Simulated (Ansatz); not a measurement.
## TiO2 monolayer (2H): modes against biaxial strain in the plane of the sheet

Aim: how do the optical modes of TiO2 monolayer (2H) shift and split under this strain?

Calculated with Ansatz 0.2.0; DFT PBE, scalar-relativistic, plane waves, PAW; PAW set soft_1.

This is a report of a sequence of runs, with most program output left out.

## 1. The starting structure

The cell holds 3 atoms: 1 Ti and 2 O. Its edges and angles: a = 3.020 Å, b = 3.020 Å, c = 28.700 Å, α = 90.0°, β = 90.0°, γ = 120.0°. Vacuum lies along c. The height across the vacuum is the one that the program set for its solve, not the one typed.

## 2. A rough relaxation first

A rough relaxation comes first, because large forces or stress need no tight tolerances yet. The program lengthens the typed cell of 20.0 Å along the normal to 28.7 Å, as its cut-off of the electrostatics needs, and moves no atom.

input.yaml reads:

```yaml
crystal:
  lattice:
    - [3.02, 0.0, 0.0]
    - [-1.51, 2.6154, 0.0]
    - [0.0, 0.0, 20.0]
  atoms:
    - { symbol: Ti, position: [0.333333, 0.666667, 0.5] }
    - { symbol: O, position: [0.666667, 0.333333, 0.56125] }
    - { symbol: O, position: [0.666667, 0.333333, 0.43875] }
  periodic: [true, true, false]
kpoints:
  mp_grid: { grid: [9, 9, 1] }
hamiltonian:
  xc: pbe
  pseudopotentials: { kind: paw, azcp: { folder: soft_1 } }
scf:
  occupations: { method: gaussian, width: 0.1 }
output:
  forces: true
  stress: true
  eigenvalues: true
relax:
  adjacent_minimum: "off"
  f_tol: 0.05
  max_steps: 80
  cell: { stress_2d_tol: 0.02 }
```

Launch:

```
$ ansatz run input.yaml --threads 4 --pin off --max-ram 16384MiB --backend cpu --events-out ev --progress --plain --runs-dir out
```

Elapsed: 22 s, on 4 threads of Arm Neoverse N1, shared host; peak memory 0.48 GiB; 80 s of CPU time.

The steps of the relaxation:

```
step  energy less that of the first step (eV)  largest force component (eV/Å)  volume (Å³)
   1                                   0.0000                          2.6530       226.69
   2                                  -0.4079                          0.9233       220.64
   3                                  -0.5533                          0.0511       204.01
   4                                  -0.5565                          0.0432       206.96
   5                                  -0.5567                          0.0093       206.65
  6*                                  -0.5520                          0.0078       206.65
   7                                  -0.5521                          0.0003       206.40
  8*                                  -0.5520                          0.0004       206.40
```

Relaxation steps marked * repeat the geometry before them on a plane-wave basis chosen anew for their cell, so energy and pressure can jump there.

Forces are held to the 12 operations that the run works with; a distortion that breaks them can't arise in this run.

```
cell as run  before  after  change
      a (Å)   3.020  2.882  -4.6 %
      b (Å)   3.020  2.882  -4.6 %
```

The atoms that moved most (Å, along periodic axes as changes of fractional coordinates times the final cell, across vacuum about the mean position):

```
atom     dx     dy      dz  length
  O2  0.000  0.000  -0.099   0.099
  O3  0.000  0.000   0.099   0.099
```

The relaxed structure:

```xyz
3
Lattice="2.8817 0.0000 0.0000 -1.4408 2.4956 0.0000 0.0000 0.0000 28.7000" Properties=species:S:1:pos:R:3
Ti    0.0000    1.6637   10.0000
O     1.4408    0.8319   11.1264
O     1.4408    0.8319    8.8736
```

Numbers from this step:

```yaml
gap_on_the_k_mesh: 1.240 eV
area_per_atom: 2.397 Å²
```

The relaxation ends with a largest force component of 3.5e-4 eV/Å.

## 3. Relaxation

Harmonic phonons are second derivatives at a point where the forces vanish, and they are wanted at zero stress, so atoms and cell are relaxed first.

input.yaml reads:

```yaml
crystal:
  lattice:
    - [2.8816904279, 0.0, 0.0]
    - [-1.4408452139, 2.4956171164, 0.0]
    - [0.0, 0.0, 28.7]
  atoms:
    - { symbol: Ti, position: [0.3333333333, 0.6666666667, 0.3484320557] }
    - { symbol: O, position: [0.6666666667, 0.3333333333, 0.3876803542] }
    - { symbol: O, position: [0.6666666667, 0.3333333333, 0.3091837573] }
  periodic: [true, true, false]
kpoints:
  mp_grid: { grid: [12, 12, 1] }
hamiltonian:
  xc: pbe
  pseudopotentials: { kind: paw, azcp: { folder: soft_1 } }
scf:
  occupations: { method: gaussian, width: 0.02 }
output:
  forces: true
  stress: true
  eigenvalues: true
  write_density: true
  write_potential: true
  elf: true
  volumetric_format: npy
relax:
  adjacent_minimum: "off"
  f_tol: 0.005
  max_steps: 80
  cell: { stress_2d_tol: 0.02 }
```

The job ended after 10 s (4 threads; peak memory 0.46 GiB).

Little changed from the start: no atom moved by 0.005 Å and no cell edge by 0.1 %.

This step gave:

```yaml
gap_on_the_k_mesh: 1.218 eV
```

ELF in the ac plane at fractional y = 0.333, with atoms of O within 0.2 Å of it. It is the smooth field of the valence electrons, not physical close to the nuclei.

Ten even steps from '_' (0.00) to '@' (0.81), each cell a mean:
```
______________________________
______________________________
______________________________
______________________________
______________________________
______________________________
______________________________
______________________________
______________________________
______________________________
______________________________
______________________________
______________________________
..________..::==++******++==::
++::____::++@@@@@@%%##%%@@@@%%
....::::....::==++++++++++==::
++::____::++%%@@@@%%##%%@@@@%%
..________..--++**######**++--
______________________________
______________________________
______________________________
______________________________
______________________________
______________________________
```
Columns run along a (2.9 Å), rows up along c (28.7 Å). Atoms in or near the plane, at fractional coordinates: O at (0.67, 0.39), O at (0.67, 0.31).

Valence density in the ac plane at fractional y = 0.333, with atoms of O within 0.2 Å of it. It is the smooth field of the valence electrons, not physical close to the nuclei.

Ten steps, logarithmic in the rise over the least value, from '_' (0.0 e/Å³) to '@' (5.8 e/Å³), each cell a mean:
```
______________________________
______________________________
______________________________
______________________________
______________________________
______________________________
______________________________
______________________________
______________________________
______________________________
______________________________
______________________________
______________________________
____________....::::::::::....
--::::::::--++**%%@@@@@@%%**++
====++++========++******++====
==--::::--==++##%%@@@@@@%%##++
..________....::----------::..
______________________________
______________________________
______________________________
______________________________
______________________________
______________________________
```
Columns run along a (2.9 Å), rows up along c (28.7 Å). Atoms in or near the plane, at fractional coordinates: O at (0.67, 0.39), O at (0.67, 0.31).

Electrostatic potential energy in the ac plane at fractional y = 0.333, with atoms of O within 0.2 Å of it. With pseudopotentials it is smooth inside the atoms' cores, unlike the true potential.

Values in eV, 24 rows by 15 columns, each cell a mean:
```
  0   0   0   0   0   0   0   0   0   0   0   0   0   0   0
  0   0   0   0   0   0   0   0   0   0   0   0   0   0   0
  0   0   0   0   0   0   0   0   0   0   0   0   0   0   0
  0   0   0   0   0   0   0   0   0   0   0   0   0   0   0
  0   0   0   0   0   0   0   0   0   0   0   0   0   0   0
  0   0   0   0   0   0   0   0   0   0   0   0   0   0   0
  0   0   0   0   0   0   0   0   0   0   0   0   0   0   0
  0   0   0   0   0   0   0   0   0   0   0   0   0   0   0
  0   0   0   0   0   0   0   0   0   0   0   0   0   0   0
  0   0   0   0   0   0   0   0   0   0   0   0   0   0   0
  0   0   0   0   0   0   0   0   0   0   0   0   0   0   0
  0   0   0   0   0   0   0   0   0   0   0   0   0   0   0
  0   0   0   0   0   0   0   0   0   0   0   0   0   0   0
  0   0   0   0   0   0   0   0   0  -1  -1  -1   0   0   0
 -5  -5  -6  -6  -5  -5  -7 -21 -27 -29 -29 -29 -27 -21  -7
-18 -23 -26 -26 -23 -18 -13 -11 -12 -14 -15 -14 -12 -11 -13
 -7  -7  -7  -7  -7  -7  -8 -22 -30 -31 -31 -31 -30 -22  -8
 -1  -1  -1  -1  -1  -1  -1  -1  -1  -2  -3  -2  -1  -1  -1
  0   0   0   0   0   0   0   0   0   0   0   0   0   0   0
  0   0   0   0   0   0   0   0   0   0   0   0   0   0   0
  0   0   0   0   0   0   0   0   0   0   0   0   0   0   0
  0   0   0   0   0   0   0   0   0   0   0   0   0   0   0
  0   0   0   0   0   0   0   0   0   0   0   0   0   0   0
  0   0   0   0   0   0   0   0   0   0   0   0   0   0   0
```
Columns run along a (2.9 Å; values clipped at the 3rd and 97th percentile), rows up along c (28.7 Å). Atoms in or near the plane, at fractional coordinates: O at (0.67, 0.39), O at (0.67, 0.31).

## 4. Tight relaxation

Phonons need small forces and stress, so the relaxation is finished with tight tolerances on 12×12×1 k points.

input.yaml, the sections that differ from step 3:

```yaml
scf:
  occupations: { method: fixed }
output:
  forces: true
  stress: true
  eigenvalues: true
relax:
  adjacent_minimum: "off"
  f_tol: 0.001
  max_steps: 60
  cell: { stress_2d_tol: 0.002 }
# crystal, kpoints, hamiltonian: as in step 3
```

Elapsed: 13 s, on 4 threads; peak memory 0.46 GiB; 49 s of CPU time.

Little changed from the start: no atom moved by 0.005 Å and no cell edge by 0.1 %.

The largest force component left is 0.40 meV/Å, within the tolerances set.

## 5. Modes at rest

The force constants come from the linear response of the density to a displacement.

The modes at rest are the reference of the series.

input.yaml, the sections that differ from step 4:

```yaml
crystal:
  lattice:
    - [2.8816503617, 0.0, 0.0]
    - [-1.4408251808, 2.495582418, 0.0]
    - [0.0, 0.0, 28.7]
  atoms:
    - { symbol: Ti, position: [0.3333333333, 0.6666666667, 0.3484320557] }
    - { symbol: O, position: [0.6666666667, 0.3333333333, 0.3876806237] }
    - { symbol: O, position: [0.6666666667, 0.3333333333, 0.3091834878] }
  periodic: [true, true, false]
output:
  eigenvalues: true
phonons:
  method: dfpt
# kpoints, hamiltonian, scf: as in step 4
# relax: removed
```

It took 49 s on 4 threads; peak memory 0.84 GiB.

Numbers from this step:

| Property | Result |
| --- | --- |
| sum-rule residual before enforcement | 3.22e-4 eV/Å² |
| point group | -6m2 |
| highest optical mode at the zone centre (no LO-TO term) | 717.8 cm⁻¹ |
| lowest optical zone-centre mode | -300.6 cm⁻¹ |

Without the LO-TO term. Patterns of degenerate modes are one choice out of their space. The modes at Γ (shares of kinetic energy by element, %) (negative means imaginary):

```
mode  frequency (cm⁻¹)  symmetry  Ti %  O %
   1            -300.6       E''     0  100
   2            -300.6       E''     0  100
   3               0.0  acoustic    60   40
   4               0.0  acoustic    60   40
   5               0.0  acoustic    60   40
   6             405.1        E'    40   60
   7             405.1        E'    40   60
   8             603.3      A2''    40   60
   9             717.8       A1'     0  100
```

Displacements in mode 2 (-300.6 cm⁻¹), the largest set to 1:
```
Ti1  0.00  0.00  0.00
O2   0.18  1.00  0.00
O3  -0.18 -1.00  0.00
```

Displacements in mode 7 (405.1 cm⁻¹), the largest set to 1:
```
Ti1  0.00  0.67  0.00
O2   0.00 -1.00  0.00
O3   0.00 -1.00  0.00
```

Before it was imposed, the acoustic sum rule was missed by 3.2e-4 eV/Å². Small misses are needed for a sound result but don't prove that mesh and cutoff are converged. The lowest optical mode is imaginary, 300.6i cm⁻¹, so the energy falls along it.

## 6. A member of the series: biaxial strain of +5 % in the plane of the sheet

The cell takes a biaxial strain of +5 % in the plane of the sheet. The cell is held, and the atoms relax in it.

input.yaml reads:

```yaml
crystal:
  lattice:
    - [3.0257328798, 0.0, 0.0]
    - [-1.5128664399, 2.620361539, 0.0]
    - [0.0, 0.0, 28.7]
  atoms:
    - { symbol: Ti, position: [0.3333333333, 0.6666666667, 0.3484320557] }
    - { symbol: O, position: [0.6666666667, 0.3333333333, 0.3872606639] }
    - { symbol: O, position: [0.6666666667, 0.3333333333, 0.3096034476] }
  periodic: [true, true, false]
kpoints:
  mp_grid: { grid: [12, 12, 1] }
hamiltonian:
  xc: pbe
  pseudopotentials: { kind: paw, azcp: { folder: soft_1 } }
scf:
  occupations: { method: gaussian, width: 0.02 }
output:
  forces: true
  stress: true
  eigenvalues: true
relax:
  adjacent_minimum: "off"
  f_tol: 0.001
  max_steps: 60
```

Wall time 15 s (4 threads); peak memory 0.49 GiB; 57 s of CPU time.

Hardly anything moved in the relaxation; the energy changed by under 0.2 meV an atom.

Numbers from this step:

| Item | Value |
| --- | --- |
| gap on the k-mesh | 0.8733 eV |
| area per atom | 2.643 Å² |

The largest force component left is 0.093 meV/Å.

## 7. Zone-centre modes of the member: biaxial strain of +5 % in the plane of the sheet

The zone-centre modes follow for biaxial strain of +5 % in the plane of the sheet.

input.yaml, the sections that differ from step 6:

```yaml
crystal:
  lattice:
    - [3.0257328798, 0.0, 0.0]
    - [-1.5128664399, 2.620361539, 0.0]
    - [0.0, 0.0, 28.7]
  atoms:
    - { symbol: Ti, position: [0.3333333333, 0.6666666667, 0.3484320557] }
    - { symbol: O, position: [0.6666666667, 0.3333333333, 0.3871855367] }
    - { symbol: O, position: [0.6666666667, 0.3333333333, 0.3096785748] }
  periodic: [true, true, false]
scf:
  occupations: { method: fixed }
output:
  eigenvalues: true
phonons:
  method: dfpt
# kpoints, hamiltonian: as in step 6
# relax: removed
```

Wall time 55 s (4 threads); peak memory 0.95 GiB.

Numbers from this step:

```
sum-rule residual before enforcement                    : 2.40e-4 eV/Å²
highest optical mode at the zone centre (no LO-TO term) : 703.7 cm⁻¹
lowest optical zone-centre mode                         : -381.3 cm⁻¹
```

Without the LO-TO term. Patterns of degenerate modes are one choice out of their space. Modes at Γ, with each element's share of the kinetic energy (negative means imaginary):

```
mode  frequency (cm⁻¹)  symmetry  Ti %  O %
   1            -381.3       E''     0  100
   2            -381.3       E''     0  100
   3               0.0  acoustic    60   40
   4               0.0  acoustic    60   40
   5               0.0  acoustic    60   40
   6             318.8        E'    40   60
   7             318.8        E'    40   60
   8             515.4      A2''    40   60
   9             703.7       A1'     0  100
```

Displacements in mode 2 (-381.3 cm⁻¹), the largest set to 1:
```
Ti1  0.00  0.00  0.00
O2  -0.10 -1.00  0.00
O3   0.10  1.00  0.00
```

Displacements in mode 9 (703.7 cm⁻¹), the largest set to 1:
```
Ti1  0.00  0.00  0.00
O2   0.00  0.00 -1.00
O3   0.00  0.00  1.00
```

The lowest optical mode is imaginary, 381.3i cm⁻¹, so the energy falls along it, and the highest lies at 703.7 cm⁻¹.

[end of part 1 of 2]

[Logs are printed without paths, hosts, clocks, repeated set-up lines and the standing remarks that a program may print on its own settings, such as how far it seeks lower states.]

[Hosts, paths, dates, database ids (printed as entryN), source tags and the programs' standing remarks are cut or masked in the printed files.]
